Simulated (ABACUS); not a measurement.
TePb:

```
CELL_PARAMETERS angstrom
4.00229 0.00000 0.00000
0.00000 4.00229 0.00000
0.00000 0.00000 4.00229
ATOMIC_POSITIONS crystal
Pb 0.00000 0.00000 0.00000
Te 0.50000 0.50000 0.50000
```

Measurements of this composition are mostly on another form, of space group No. 225.

Below is the output of ABACUS 3.10.1 for this cell. Logs are shortened: lines on timing, memory, paths and dates and some standing lists are left out, and cuts for length are marked.

```text
ABACUS v3.10.1

               Atomic-orbital Based Ab-initio Computation at UStc

 ------------------------------------------------------------------------------------

 READING GENERAL INFORMATION
                           global_out_dir = OUT.TePb/
                           global_in_card = INPUT
                               pseudo_dir = ./
                              orbital_dir =
                                    DSIZE = 4
                                    GSIZE = 1

 READING UNITCELL INFORMATION
                                    ntype = 2
                  lattice constant (Bohr) = 1.88973
              lattice constant (Angstrom) = 1

 READING ATOM TYPE 1
                               atom label = Pb
                      L=0, number of zeta = 1
                      L=1, number of zeta = 1
                      L=2, number of zeta = 1
             number of atom for this type = 1

 READING ATOM TYPE 2
                               atom label = Te
                      L=0, number of zeta = 1
                      L=1, number of zeta = 1
                      L=2, number of zeta = 1
             number of atom for this type = 1

                        TOTAL ATOM NUMBER = 2
DIRECT COORDINATES
    atom                   x                   y                   z     mag                  vx                  vy                  vz
taud_Pb1            0.0000000000        0.0000000000        0.0000000000  0.0000        0.0000000000        0.0000000000        0.0000000000
taud_Te1            0.5000000000        0.5000000000        0.5000000000  0.0000        0.0000000000        0.0000000000        0.0000000000

                          Volume (Bohr^3) = 432.635
                             Volume (A^3) = 64.1098

 Lattice vectors: (Cartesian coordinate: in unit of a_0)
             +4.00229                  +0                  +0
                   +0            +4.00229                  +0
[... 227 lines left out ...]
 Density error is 0.0494096316087
                          Error Threshold = 0.000165652690661
----------------------------------------------------------
     Energy           Rydberg                 eV
----------------------------------------------------------
 E_KohnSham     -349.5537004390      -4755.9220829554
 E_Harris       -349.3124034929      -4752.6390695788
 E_Fermi        0.7085976818         9.6409660625
----------------------------------------------------------
[... 51 lines left out ...]
 Density error is 3.86231729769e-09
                          Error Threshold = 5.55335134777e-10
----------------------------------------------------------
     Energy           Rydberg                 eV
----------------------------------------------------------
 E_KohnSham     -349.5695449318      -4756.1376583389
 E_KS(sigma->0) -349.5691969947      -4756.1329244119
 E_Harris       -349.5694999292      -4756.1370460475
 E_band         -21.0602612661       -286.5395545880
 E_one_elec     -120.4585464018      -1638.9226038625
 E_Hartree      75.9217348165        1032.9681955491
 E_xc           -87.9651788736       -1196.8276582700
 E_Ewald        -217.0668585986      -2953.3461239014
 E_entropy(-TS) -0.0006958742        -0.0094678540
 E_descf        0.0000000000         0.0000000000
 E_exx          0.0000000000         0.0000000000
 E_Fermi        0.7259415480         9.8769414679
----------------------------------------------------------

 charge density convergence is achieved
 final etot is -4756.1376583 eV
 EFERMI = 9.8769414679 eV

 STATE ENERGY(eV) AND OCCUPATIONS    NSPIN == 1
 1/5 kpoint (Cartesian) = 0.0000 0.0000 0.0000 (5497 pws)
       1       -26.4167     0.00925926
       2       -26.4167     0.00925926
       3       -26.4135     0.00925926
       4       -26.4135     0.00925926
       5       -26.4135     0.00925926
       6       -7.17637     0.00925926
[... 125 lines left out ...]
      24        21.6019        0.00000
      25        22.6363        0.00000

------------------------------------------------------------------------------------------
 TOTAL-FORCE (eV/Angstrom)
------------------------------------------------------------------------------------------
                       Pb1         0.0000000000         0.0000000000         0.0000000000
                       Te1         0.0000000000         0.0000000000         0.0000000000
------------------------------------------------------------------------------------------

----------------------------------------------------------------
 TOTAL-STRESS (KBAR)
----------------------------------------------------------------
       -26.3313982773         0.0000000000        -0.0000000000
         0.0000000000       -26.3313982773         0.0000000000
         0.0000000000         0.0000000000       -26.3313982773
----------------------------------------------------------------
 TOTAL-PRESSURE: -26.331398 KBAR

 --------------------------------------------
 !FINAL_ETOT_IS -4756.1376583388655490 eV
 --------------------------------------------
```

What input gives this log?

Single point with AM05, no spin polarisation. The files as run (others can give the same):

run_abacus.py
```python
"""ABACUS run from a structure file: ASE reads it, the script writes STRU, KPT and INPUT."""
import re
import subprocess
import spglib
from ase import Atoms
from ase.io import read
from ase.units import Bohr

atoms = read("TePb.cif")
cell, frac, numbers = spglib.standardize_cell((atoms.cell[:], atoms.get_scaled_positions(), atoms.numbers), to_primitive=True, symprec=1e-4)
atoms = Atoms(numbers=numbers, cell=cell, scaled_positions=frac, pbc=True)  # the primitive cell
atoms = atoms[(-atoms.numbers).argsort(kind="stable")]  # ABACUS lists atoms element by element
pseudo = {'Pb': 'Pb.upf', 'Te': 'Te.upf'}
orbital = {}
magmoms = None
kmesh = [6, 6, 6]
params = {
    'suffix': 'TePb',
    'calculation': 'scf',
    'basis_type': 'pw',
    'pseudo_dir': './',
    'symmetry': 1,
    'dft_functional': 'GGA_X_AM05+GGA_C_AM05',
    'ecutwfc': 83,
    'pseudo_rcut': 10,
    'nspin': 1,
    'nbands': 25,
    'ks_solver': 'dav',
    'smearing_method': 'fd',
    'smearing_sigma': 0.00367493,
    'scf_thr': 1e-08,
    'scf_nmax': 100,
    'mixing_type': 'broyden',
    'mixing_beta': 0.7,
    'cal_force': 1,
    'cal_stress': 1,
    'out_chg': 1,
    'kpar': 4,
}

symbols = atoms.get_chemical_symbols()
elements = list(dict.fromkeys(symbols))
lines = ["ATOMIC_SPECIES"] + [f"{e} {atoms.get_masses()[symbols.index(e)]:.4f} {pseudo[e]}" for e in elements]
if orbital:
    lines += ["", "NUMERICAL_ORBITAL"] + [orbital[e] for e in elements]
lines += ["", "LATTICE_CONSTANT", f"{1 / Bohr:.10f}", "", "LATTICE_VECTORS"]
lines += [" ".join(f"{x:.10f}" for x in v) for v in atoms.cell]
lines += ["", "ATOMIC_POSITIONS", "Direct"]
for e in elements:
    lines += ["", e, "0.0", str(symbols.count(e))]
    for i, p in enumerate(atoms.get_scaled_positions(wrap=False)):
        if symbols[i] == e:
            mag = "" if magmoms is None else " mag " + " ".join(str(x) for x in (magmoms[i] if isinstance(magmoms[i], list) else [magmoms[i]]))
            lines.append(" ".join(f"{x:.10f}" for x in p) + " 1 1 1" + mag)
open("STRU", "w").write("\n".join(lines) + "\n")
open("KPT", "w").write("K_POINTS\n0\nGamma\n%d %d %d 0 0 0\n" % tuple(kmesh))
open("INPUT", "w").write("INPUT_PARAMETERS\n" + "".join(f"{k:<20s}{v}\n" for k, v in params.items()))

done = subprocess.run(['mpirun', '-np', '4', 'abacus'])
if done.returncode:
    raise SystemExit(done.returncode)
log = open("OUT.TePb/running_scf.log").read()
print("final energy (eV):", re.findall(r"FINAL_ETOT_IS (\S+)", log))
```

TePb.cif
```cif
data_TePb
_cell_length_a 4.00228700
_cell_length_b 4.00228700
_cell_length_c 4.00228700
_cell_angle_alpha 90.00000000
_cell_angle_beta 90.00000000
_cell_angle_gamma 90.00000000
_space_group_name_H-M_alt 'Pm-3m'
_space_group_name_Hall '-P 4 2 3'
_space_group_IT_number 221
loop_
_space_group_symop_operation_xyz
'x,y,z'
'-x,-y,-z'
'-y,x,z'
'y,-x,-z'
'-x,-y,z'
'x,y,-z'
'y,-x,z'
'-y,x,-z'
'x,-y,-z'
'-x,y,z'
'-y,-x,-z'
'y,x,z'
'-x,y,-z'
'x,-y,z'
'y,x,-z'
'-y,-x,z'
'z,x,y'
'-z,-x,-y'
'z,-y,x'
'-z,y,-x'
'z,-x,-y'
'-z,x,y'
'z,y,-x'
'-z,-y,x'
'-z,x,-y'
'z,-x,y'
'-z,-y,-x'
'z,y,x'
'-z,-x,y'
'z,x,-y'
'-z,y,x'
'z,-y,-x'
'y,z,x'
'-y,-z,-x'
'x,z,-y'
'-x,-z,y'
'-y,z,-x'
'y,-z,x'
'-x,z,y'
'x,-z,-y'
'-y,-z,x'
'y,z,-x'
'-x,-z,-y'
'x,z,y'
'y,-z,-x'
'-y,z,x'
'x,-z,y'
'-x,z,-y'
loop_
_atom_site_label
_atom_site_type_symbol
_atom_site_symmetry_multiplicity
_atom_site_Wyckoff_symbol
_atom_site_fract_x
_atom_site_fract_y
_atom_site_fract_z
_atom_site_occupancy
Pb1 Pb 1 a 0.0000000000 0.0000000000 0.0000000000 1
Te1 Te 1 b 0.5000000000 0.5000000000 0.5000000000 1
```

Potentials or basis: PseudoDojo NC SR 0.4.1 PBEsol standard, plane waves.
Launch:
```bash
$ OMP_NUM_THREADS=1 python run_abacus.py > log
```
